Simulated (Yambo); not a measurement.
# C (Fd-3m) in Yambo: notebook

One crystal, C, is run at these levels: PBE; tasks: Hartree-Fock levels, G0W0 quasiparticle levels.

Program: Yambo 5.3.0. These are calculated values, not measurements. Logs are shortened: lines on timing, memory, paths and dates and some standing lists are left out, and cuts for length are marked.

## 1. The crystal as given

Symmetry: Fd-3m, No. 227, cubic system. Conventional cell: a = 3.567 Å, b = 3.567 Å, c = 3.567 Å, α = 90.00°, β = 90.00°, γ = 90.00°. C (site symmetry -43m) is surrounded by 4 C at 1.54 Å.

This isn't the form of C at room conditions, which is graphite.

## 2. Hartree-Fock levels, PBE

File hf1.in:

```
rim_cut
HF_and_locXC
RandQpts= 1000000
RandGvec= 50 RL
EXXRLvcs= 82 Ry
VXCRLvcs= 82 Ry
% QPkrange
 1 | 1 | 4 | 6 |
 10 | 10 | 4 | 6 |
%
```

File scf.in:

```
&CONTROL
  calculation = 'scf'
  prefix = 'pwscf'
  outdir = './tmp'
  pseudo_dir = './pseudo'
/
&SYSTEM
  ibrav = 0
  A = 2.52206604
  nat = 2
  ntyp = 1
  ecutwfc = 82
  nbnd = 9
  occupations = 'smearing'
  smearing = 'fd'
  degauss = 0.00367493
  force_symmorphic = .true.
/
&ELECTRONS
  conv_thr = 4d-10
  electron_maxstep = 120
  mixing_beta = 0.5
/
ATOMIC_SPECIES
C     12.0110 C.upf
CELL_PARAMETERS alat
   0.0000000000    0.7071067814    0.7071067814
   0.7071067814    0.0000000000    0.7071067814
   0.7071067814    0.7071067814    0.0000000000
ATOMIC_POSITIONS alat
C      1.0606601721    1.0606601721    1.0606601721
C      0.7071067814    0.7071067814    0.7071067814
K_POINTS automatic
12 12 12 0 0 0
```

File nscf.in:

```
&CONTROL
  calculation = 'nscf'
  prefix = 'pwscf'
  outdir = './tmp'
  pseudo_dir = './pseudo'
/
&SYSTEM
  ibrav = 0
  A = 2.52206604
  nat = 2
  ntyp = 1
  ecutwfc = 82
  nbnd = 104
  occupations = 'fixed'
  force_symmorphic = .true.
/
&ELECTRONS
  conv_thr = 1d-08
  diago_full_acc = .true.
  diago_thr_init = 1d-06
/
ATOMIC_SPECIES
C     12.0110 C.upf
CELL_PARAMETERS alat
   0.0000000000    0.7071067814    0.7071067814
   0.7071067814    0.0000000000    0.7071067814
   0.7071067814    0.7071067814    0.0000000000
ATOMIC_POSITIONS alat
C      1.0606601721    1.0606601721    1.0606601721
C      0.7071067814    0.7071067814    0.7071067814
K_POINTS automatic
6 6 6 0 0 0
```

Potentials or basis: PseudoDojo 0.4.1 SR PBE standard.

The run is started by

```
$ OMP_NUM_THREADS=1 pw.x -in scf.in > scf.out
$ OMP_NUM_THREADS=1 pw.x -in nscf.in > nscf.out
$ cd tmp/pwscf.save; p2y; mv SAVE ../..; cd ../..
$ OMP_NUM_THREADS=1 yambo
$ mkdir -p hf1; ln -s $PWD/g0w00/ndb.RIM hf1/
$ OMP_NUM_THREADS=1 yambo -F hf1.in -J hf1 -C hf1_out
```

Yambo's report:

```text
[... sections 02.01 to 02.04 as in the set-up run ...]

  [02.05] Energies & Occupations
  ==============================

  [X] === General ===
  [X] Electronic Temperature                        :  0.000000  0.000000 [eV K]
  [X] Bosonic    Temperature                        :  0.000000  0.000000 [eV K]
  [X] Finite Temperature mode                       : no
  [X] El. density                                   :  0.70524E+24 [cm-3]
  [X] Fermi Level                                   :  13.35883 [eV]

  [X] === Gaps and Widths ===
  [X] Conduction Band Min                           :  4.206416 [eV]
  [X] Valence Band Max                              :  0.000000 [eV]
  [X] Filled Bands                                  :   4
  [X] Empty Bands                                   :    5  104
  [X] Direct Gap                                    :  5.624412 [eV]
  [X] Direct Gap localized at k                     :  1
  [X] Indirect Gap                                  :  4.206416 [eV]
  [X] Indirect Gap between kpts                     :   1  10
  [X] Last valence band width                       :  7.821636 [eV]
  [X] 1st conduction band width                     :  4.645433 [eV]

 [03] Transferred momenta grid and indexing
 ==========================================

 IBZ Q-points                                      :  16
 BZ  Q-points                                      :  216

 K/Q-points units:
 rlu = crystal or reduced units; cc = cartesian coordinates; iku = interal k-units

 Q [ 1]         [rlu]:  0.000000  0.000000  0.000000
 Q [ 2]         [rlu]:  0.46117E-18  0.46117E-18  0.16667
 Q [ 3]         [rlu]:  0.92234E-18  0.92234E-18  0.33333
 Q [ 4]         [rlu]:  0.39241E-16  0.39241E-16 -0.50000
 Q [ 5]         [rlu]:  0.12565E-17  0.16667      0.16667
 Q [ 6]         [rlu]:  0.14705E-17  0.16667      0.33333
 Q [ 7]         [rlu]:  0.58452E-16  0.16667      0.50000
 Q [ 8]         [rlu]:  0.39241E-16  0.16667     -0.33333
 Q [ 9]         [rlu]: -0.92234E-18  0.16667     -0.16667
 Q [10]         [rlu]:  0.25130E-17  0.33333      0.33333
 Q [11]         [rlu]:  0.94578E-16  0.33333      0.50000
 Q [12]         [rlu]:  0.62300E-17  0.33333     -0.33333
 Q [13]         [rlu]: -0.37695E-17 -0.50000     -0.50000
 Q [14]         [rlu]:  0.166667  0.333333  0.500000
 Q [15]         [rlu]:  0.166667  0.333333 -0.333333
 Q [16]         [rlu]:  0.166667 -0.500000 -0.333333

 [04] Coloumb potential Random Integration (RIM)
 ===============================================

 Summary of Coulomb integrals for non-metallic bands |Q|[au] RIM/Bare

 Q [1] 0.100000E-4 0.997530 * Q [2] 0.269103 1.067779
 Q [5] 0.310734 1.066842 * Q [9] 0.439444 1.030576
 Q [6] 0.515293 1.022482 * Q [3] 0.538206 1.020007
 Q [10] 0.621467 1.016898 * Q [8] 0.677228 1.015050
 Q [14] 0.694822 1.013869 * Q [7] 0.761139 1.011980
 Q [4] 0.807310 1.011769 * Q [11] 0.807310 1.011262
 Q [12] 0.878888 1.010572 * Q [15] 0.919163 1.010060
 Q [13] 0.932201 1.009835 * Q [16] 0.982626 1.009137

 [05] Local Exchange-Correlation + Non-Local Fock
 ================================================

 [VXC] Plane waves :   965
 [EXS] Plane waves :   965

 QP @ state[ 1 ] K range:  1  1
 QP @ state[ 1 ] b range:   4   6
 QP @ state[ 2 ] K range:  10  10
 QP @ state[ 2 ] b range:   4   6

 [WF-HF/Rho loader] Normalization (few states)  min/max  :  0.12380E-15   1.0000

 [xc] Functional : Perdew, Burke & Ernzerhof(X)+Perdew, Burke & Ernzerhof(C)
 [xc] LIBXC used to calculate xc functional
  PP Number of Atomic Species                      :  1
  NLCC RL compoments                               :   7727
  PP Number of Atomic Species                      :  1
  NLCC RL compoments                               :   7727
 [WR./hf1//ndb.HF_and_locXC]-----------------------------------------------------
  Brillouin Zone Q/K grids (IBZ/BZ)                :   16  216   16  216
  RL vectors                                       :  1363 [WF]
  Fragmentation                                    : no
  Electronic Temperature                           :  0.000000 [K]
  Bosonic    Temperature                           :  0.000000 [K]
  Green`s function   wavefunctions                 : Perdew, Burke & Ernzerhof(X)+Perdew, Burke & Ernzerhof(C)
  Total number of QP states                        :   6
  Exchange RL vectors                              :   965
  Exchange summation bands                         :   4
  RIM RL components                                :   51
  RIM random points                                :  1000000

 [xc] E_xc :  -3.558642 [Ha]
      E_xc :  -7.117284 [Ry]

  Local XC kind (lXC) : Perdew, Burke & Ernzerhof(X)+Perdew, Burke & Ernzerhof(C)
  Non-Local XC kind (nlXC) : Hartree-Fock

  Corrections @ K [1] :  [eV]
 <4|nlXC|4> = -19.29318 -0.17529E-16 <4|lXC|4> = -16.95665  0.18882E-15
 <5|nlXC|5> = -9.593534  0.67876E-18 <5|lXC|5> = -15.63611 -0.94408E-16
 <6|nlXC|6> = -9.593534 -0.11492E-17 <6|lXC|6> = -15.63611  0.47204E-16

  Corrections @ K [10] :  [eV]
 <4|nlXC|4> = -20.33446  0.29213E-16 <4|lXC|4> = -16.00618 -0.47204E-16
 <5|nlXC|5> = -8.892498 -0.21144E-17 <5|lXC|5> = -14.28004  0.56645E-15
 <6|nlXC|6> = -7.112583  0.19014E-17 <6|lXC|6> = -13.22902  0.18882E-15
```

It took 22 s on 1 thread of Arm Neoverse V1, shared host; peak memory 0.23 GiB.

Results:

```
Band gap on the k mesh, mean-field level          : 4.21 eV, indirect (least direct gap 5.62 eV)
Quasiparticle gap                                 : 11.93 eV
Least direct quasiparticle gap                    : 14.00 eV
Quasiparticle gap at Γ                            : 14.00 eV
Band gap of the same states before the correction : 4.21 eV
```

Quasiparticle terms (eV):
```csv
k point,band,Kohn-Sham level,Vxc,Σx,Σc,Z,result
"(0.000, 0.000, 0.000)",4,0.00,-16.96,-19.29,-,-,-2.34
"(0.000, 0.000, 0.000)",5,5.62,-15.64,-9.59,-,-,11.67
"(0.000, 0.000, 0.000)",6,5.62,-15.64,-9.59,-,-,11.67
"(0.000, 0.333, 0.333)",4,-5.32,-16.01,-20.33,-,-,-9.65
"(0.000, 0.333, 0.333)",5,4.21,-14.28,-8.89,-,-,9.59
"(0.000, 0.333, 0.333)",6,7.82,-13.23,-7.11,-,-,13.93
```

Caveat: the k mesh is coarse (spacing up to 0.51 Å⁻¹), so the values aren't converged.

## 3. G0W0 quasiparticle levels, PBE

File g0w06.in:

```
gw0
dyson
el_el_corr
rim_cut
HF_and_locXC
ppa
em1d
RandQpts= 1000000
RandGvec= 50 RL
EXXRLvcs= 82 Ry
VXCRLvcs= 82 Ry
Chimod= "HARTREE"
% BndsRnXp
 1 | 104 |
%
NGsBlkXp= 12 Ry
% LongDrXp
 1 | 1 | 1 |
%
PPAPntXp= 27.21138 eV
% GbndRnge
 1 | 104 |
%
GTermKind= "BG"
DysSolver= "n"
ExtendOut
% QPkrange
 1 | 1 | 2 | 6 |
 10 | 10 | 2 | 6 |
%
```

scf.in is that of step 2.

nscf.in is that of step 2.

Potentials or basis: PseudoDojo 0.4.1 SR PBE standard.

The run is started by

```
$ OMP_NUM_THREADS=1 pw.x -in scf.in > scf.out
$ OMP_NUM_THREADS=1 pw.x -in nscf.in > nscf.out
$ cd tmp/pwscf.save; p2y; mv SAVE ../..; cd ../..
$ OMP_NUM_THREADS=1 yambo
$ mkdir -p g0w06; ln -s $PWD/g0w00/ndb.pp* g0w06/
$ mkdir -p g0w06; ln -s $PWD/g0w00/ndb.RIM g0w06/
$ OMP_NUM_THREADS=1 yambo -F g0w06.in -J g0w06 -C g0w06_out
```

Yambo's report:

```text
[... sections 02.01 to 02.04 as in the set-up run ...]

  [02.05] Energies & Occupations
  ==============================

  [X] === General ===
  [X] Electronic Temperature                        :  0.000000  0.000000 [eV K]
  [X] Bosonic    Temperature                        :  0.000000  0.000000 [eV K]
  [X] Finite Temperature mode                       : no
  [X] El. density                                   :  0.70524E+24 [cm-3]
  [X] Fermi Level                                   :  13.35883 [eV]

  [X] === Gaps and Widths ===
  [X] Conduction Band Min                           :  4.206416 [eV]
  [X] Valence Band Max                              :  0.000000 [eV]
  [X] Filled Bands                                  :   4
  [X] Empty Bands                                   :    5  104
  [X] Direct Gap                                    :  5.624412 [eV]
  [X] Direct Gap localized at k                     :  1
  [X] Indirect Gap                                  :  4.206416 [eV]
  [X] Indirect Gap between kpts                     :   1  10
  [X] Last valence band width                       :  7.821636 [eV]
  [X] 1st conduction band width                     :  4.645433 [eV]

 [03] Transferred momenta grid and indexing
 ==========================================

 IBZ Q-points                                      :  16
 BZ  Q-points                                      :  216

 K/Q-points units:
 rlu = crystal or reduced units; cc = cartesian coordinates; iku = interal k-units

 Q [ 1]         [rlu]:  0.000000  0.000000  0.000000
 Q [ 2]         [rlu]:  0.46117E-18  0.46117E-18  0.16667
 Q [ 3]         [rlu]:  0.92234E-18  0.92234E-18  0.33333
 Q [ 4]         [rlu]:  0.39241E-16  0.39241E-16 -0.50000
 Q [ 5]         [rlu]:  0.12565E-17  0.16667      0.16667
 Q [ 6]         [rlu]:  0.14705E-17  0.16667      0.33333
 Q [ 7]         [rlu]:  0.58452E-16  0.16667      0.50000
 Q [ 8]         [rlu]:  0.39241E-16  0.16667     -0.33333
 Q [ 9]         [rlu]: -0.92234E-18  0.16667     -0.16667
 Q [10]         [rlu]:  0.25130E-17  0.33333      0.33333
 Q [11]         [rlu]:  0.94578E-16  0.33333      0.50000
 Q [12]         [rlu]:  0.62300E-17  0.33333     -0.33333
 Q [13]         [rlu]: -0.37695E-17 -0.50000     -0.50000
 Q [14]         [rlu]:  0.166667  0.333333  0.500000
 Q [15]         [rlu]:  0.166667  0.333333 -0.333333
 Q [16]         [rlu]:  0.166667 -0.500000 -0.333333

 [04] Coloumb potential Random Integration (RIM)
 ===============================================

 Summary of Coulomb integrals for non-metallic bands |Q|[au] RIM/Bare

 Q [1] 0.100000E-4 0.997530 * Q [2] 0.269103 1.067779
 Q [5] 0.310734 1.066842 * Q [9] 0.439444 1.030576
 Q [6] 0.515293 1.022482 * Q [3] 0.538206 1.020007
 Q [10] 0.621467 1.016898 * Q [8] 0.677228 1.015050
 Q [14] 0.694822 1.013869 * Q [7] 0.761139 1.011980
 Q [4] 0.807310 1.011769 * Q [11] 0.807310 1.011262
 Q [12] 0.878888 1.010572 * Q [15] 0.919163 1.010060
 Q [13] 0.932201 1.009835 * Q [16] 0.982626 1.009137

 [05] Dipoles
 ============

  [05.01] Setup: observables and procedures
  =========================================

  [WF-Oscillators/G space/Transverse up loader] Normalization (few states)  min/max  :  0.23848E-16   1.0000

  [WR./g0w06//ndb.dipoles]--------------------------------------------------------
   Brillouin Zone Q/K grids (IBZ/BZ)                :   16  216   16  216
   RL vectors                                       :  1363 [WF]
[... 51 lines left out ...]
  Non-Local XC kind (nlXC) : Hartree-Fock

  Corrections @ K [1] :  [eV]
 <2|nlXC|2> = -19.29318  0.98245E-17 <2|lXC|2> = -16.95665 -0.94408E-16
 <3|nlXC|3> = -19.29318  0.11264E-16 <3|lXC|3> = -16.95665 -0.94408E-16
 <4|nlXC|4> = -19.29318 -0.17529E-16 <4|lXC|4> = -16.95665  0.18882E-15
 <5|nlXC|5> = -9.593534  0.67876E-18 <5|lXC|5> = -15.63611 -0.94408E-16
 <6|nlXC|6> = -9.593534 -0.11492E-17 <6|lXC|6> = -15.63611  0.47204E-16

  Corrections @ K [10] :  [eV]
 <2|nlXC|2> = -22.01776 -0.39871E-17 <2|lXC|2> = -16.33399  0.47204E-16
 <3|nlXC|3> = -20.33449  0.10148E-16 <3|lXC|3> = -16.00618  0.47204E-16
 <4|nlXC|4> = -20.33446  0.29213E-16 <4|lXC|4> = -16.00618 -0.47204E-16
 <5|nlXC|5> = -8.892498 -0.21144E-17 <5|lXC|5> = -14.28004  0.56645E-15
 <6|nlXC|6> = -7.112583  0.19014E-17 <6|lXC|6> = -13.22902  0.18882E-15

 [08] Dyson equation: Newton solver
 ==================================

 [WARNING] Response block size in GW reduced to 65      RL (6951    mHa)

  [08.01] G0W0 (W PPA)
  ====================

  [  GW  ] Bands range     :    1  104
  [GW/PPA] G damping       :  0.100000 [eV]

  QP @ state[ 1 ] K range:  1  1
  QP @ state[ 1 ] b range:   2   6
  QP @ state[ 2 ] K range:  10  10
  QP @ state[ 2 ] b range:   2   6
[... 51 lines left out ...]
   :: Time ordering fails/rest    :  0.500726
   :: Mean rel dev of PP cond     :  0.185113
   Current Q-pt index             :  14
   :: PP condition fails/total    :  0.169467
   :: Time ordering fails/rest    :  0.496723
   :: Mean rel dev of PP cond     :  0.169489
   Current Q-pt index             :  15
   :: PP condition fails/total    :  0.174675
   :: Time ordering fails/rest    :  0.501004
   :: Mean rel dev of PP cond     :  0.174701
   Current Q-pt index             :  16
   :: PP condition fails/total    :  0.183195
   :: Time ordering fails/rest    :  0.501014
   :: Mean rel dev of PP cond     :  0.183224

  [08.02] QP properties and I/O
  =============================

  Legend (energies in eV)
  - B  : Band       - Eo  : bare energy
  - E  : QP energy  - Z   : Renormalization factor
  - So : Sc(Eo)     - S   : Sc(E)
  - dSp: Sc derivative precision

  - lXC: Local XC (Perdew, Burke & Ernzerhof(X)+Perdew, Burke & Ernzerhof(C))
  -nlXC: non-Local XC (Hartree-Fock)

  QP [eV] @ K [1] (iku):  0.000000  0.000000  0.000000
   B=2 Eo= -0.00 E= -0.74 E-Eo= -0.74 Re(Z)=0.83 Im(Z)=-0.722013E-3 nlXC= -19.2932 lXC= -16.9567 So=  1.44604
   B=3 Eo= -0.00 E= -0.74 E-Eo= -0.74 Re(Z)=0.83 Im(Z)=-0.721940E-3 nlXC= -19.2932 lXC= -16.9567 So=  1.45034
   B=4 Eo=  0.00 E= -0.75 E-Eo= -0.75 Re(Z)=0.83 Im(Z)=-0.721929E-3 nlXC= -19.2932 lXC= -16.9567 So=  1.43744
   B=5 Eo=  5.62 E=  6.60 E-Eo=  0.97 Re(Z)=0.83 Im(Z)=-0.746954E-3 nlXC= -9.59353 lXC= -15.6361 So= -4.87109
   B=6 Eo=  5.62 E=  6.60 E-Eo=  0.97 Re(Z)=0.83 Im(Z)=-0.746952E-3 nlXC= -9.59353 lXC= -15.6361 So= -4.87307

  QP [eV] @ K [10] (iku):  0.33333     -0.92519E-17  0.92519E-17
   B=2 Eo= -7.19 E= -8.55 E-Eo= -1.37 Re(Z)=0.78 Im(Z)=  0.02646 nlXC=-22.01776 lXC=-16.33399 So=  3.93367
   B=3 Eo= -5.32 E= -6.40 E-Eo= -1.07 Re(Z)=0.82 Im(Z)=-0.110847E-2 nlXC= -20.3345 lXC= -16.0062 So=  3.01083
   B=4 Eo= -5.32 E= -6.40 E-Eo= -1.08 Re(Z)=0.82 Im(Z)=-0.112131E-2 nlXC= -20.3345 lXC= -16.0062 So=  3.00739
   B=5 Eo=  4.21 E=  4.76 E-Eo=  0.55 Re(Z)=0.84 Im(Z)=-0.704152E-3 nlXC= -8.89250 lXC= -14.2800 So= -4.72819
   B=6 Eo=  7.82 E=  8.35 E-Eo=  0.53 Re(Z)=0.84 Im(Z)=-0.930722E-3 nlXC= -7.11258 lXC= -13.2290 So= -5.47937

  [WR./g0w06//ndb.QP]-------------------------------------------------------------
   Lattice constants                                :  3.370081  3.370081  3.370081
   Coulomb cutoff potential                         : none
   Electronic Temperature                           :  0.000000 [K]
   Bosonic    Temperature                           :  0.000000 [K]
   Green`s function   energies                      : Perdew, Burke & Ernzerhof(X)+Perdew, Burke & Ernzerhof(C)
   wavefunctions                                    : Perdew, Burke & Ernzerhof(X)+Perdew, Burke & Ernzerhof(C)
   PPA    diel. fun.  energies                      : Perdew, Burke & Ernzerhof(X)+Perdew, Burke & Ernzerhof(C)
   wavefunctions                                    : Perdew, Burke & Ernzerhof(X)+Perdew, Burke & Ernzerhof(C)
   QP tot states                                    :  10
   GW solver                                        : Newton
   GW approximation                                 : PPA
   PPA imaginary Energy                             :  27.21138 ev
   RIM G`s                                          :   51
   RIM random pts                                   :  1000000
   dS/dw steps                                      :  2
   dS/dw step                                       :  0.100000 ev
   X G`s                                            :   65 used
   X G`s                                            :   65 disk
   X bands                                          :    1  104
   X poles                                          :  100.0000 o/o
   X e/h E range                                    : -1.000000 -1.000000 ev
   X Hxc Kernel                                     : HARTREE
   X BZ energy Double Grid                          : no
   X Optical Averaged directions                    : none
   Sc/G bands                                       :    1  104
   Sc/G damping                                     :  0.100000 ev
   Sc bands terminator                              : yes
   Sc terminator kind                               : BG
   Sc Terminator pole                               :  40.81708
   Sx RL components                                 :   965

   QP @ state[ 1 ] K range                          :  1  1
   QP @ state[ 1 ] b range                          :   2   6
   QP @ state[ 2 ] K range                          :  10  10
   QP @ state[ 2 ] b range                          :   2   6
   GF energies kind                                 : Perdew, Burke & Ernzerhof(X)+Perdew, Burke & Ernzerhof(C)
   GF WF`s kind                                     : Perdew, Burke & Ernzerhof(X)+Perdew, Burke & Ernzerhof(C)
   Xs energies kind                                 : Perdew, Burke & Ernzerhof(X)+Perdew, Burke & Ernzerhof(C)
   Xs WF`s kind                                     : Perdew, Burke & Ernzerhof(X)+Perdew, Burke & Ernzerhof(C)
```

Results:

* Band gap on the k mesh, mean-field level: 4.21 eV, indirect (least direct gap 5.62 eV)
* Quasiparticle gap: 5.50 eV
* Least direct quasiparticle gap: 7.33 eV
* Quasiparticle gap at Γ: 7.33 eV
* Band gap of the same states before the correction: 4.21 eV

Quasiparticle terms (eV):
```tsv
k point	band	Kohn-Sham level	Vxc	Σx	Σc	Z	result
(0.000, 0.000, 0.000)	2	0.00	-16.96	-19.29	1.45	0.83	-0.74
(0.000, 0.000, 0.000)	3	0.00	-16.96	-19.29	1.45	0.83	-0.74
(0.000, 0.000, 0.000)	4	0.00	-16.96	-19.29	1.44	0.83	-0.75
(0.000, 0.000, 0.000)	5	5.62	-15.64	-9.59	-4.87	0.83	6.60
(0.000, 0.000, 0.000)	6	5.62	-15.64	-9.59	-4.87	0.83	6.60
(0.000, 0.333, 0.333)	2	-7.19	-16.33	-22.02	3.93	0.78	-8.55
(0.000, 0.333, 0.333)	3	-5.32	-16.01	-20.33	3.01	0.82	-6.40
(0.000, 0.333, 0.333)	4	-5.32	-16.01	-20.33	3.01	0.82	-6.40
(0.000, 0.333, 0.333)	5	4.21	-14.28	-8.89	-4.73	0.84	4.76
(0.000, 0.333, 0.333)	6	7.82	-13.23	-7.11	-5.48	0.84	8.35
```

Caveat: the k mesh is coarse (spacing up to 0.51 Å⁻¹), so the values aren't converged; this version prints the column dSc/dw multiplied by 27.2; the terminator is approximate in this version, by hundredths of an eV.

(Continued in part 2 of 2.)
